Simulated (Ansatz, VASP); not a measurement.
**Co in VASP and in Ansatz**

```
Co
1.0
     0.00000    2.31372    2.31372
     2.31372    0.00000    2.31372
     2.31372    2.31372    0.00000
Co
2
Direct
  0.50000 0.50000 0.50000
  0.75000 0.75000 0.75000
```

Alike in both runs: task relaxation of cell and atoms; functional PBEsol; k mesh 6 × 6 × 6; occupations gaussian, width 0.1 eV; no spin polarisation.

|  | VASP | Ansatz |
| --- | --- | --- |
| version | VASP 6.6.1 | Ansatz 0.2.0 |
| potentials or method | VASP PAW PBE potentials, release 64 (Co) | scalar-relativistic, plane waves, PAW |
| plane-wave cutoff (eV) | 600 | 420 |
| valence electrons in the cell | 18 | 34 |

```tsv
	VASP	Ansatz	Ansatz less VASP
gap on the k mesh at the Fermi level, each at its own relaxed structure (eV)	none	none	-
relaxed volume (Å³/atom)	14.08	14.18	+0.104
relaxed cell length with the largest relative difference (Å)	3.415	3.423	+0.0084
energy change over the relaxation (meV/atom)	-114	-142	-28.0
```

A gap of «none» marks a metal or a gap that the smearing closes. The two sets of potentials don't hold the same shells in valence.

Caveats: the k mesh is coarse (spacing up to 0.39 Å⁻¹), so the values aren't converged; the PAW data sets were made with another functional, which shifts forces and pressure a little (VASP); the run has no spin polarisation, though such a crystal can be magnetic. Spin polarisation is off, so any magnetic state and its effect on volume and gap are missing.
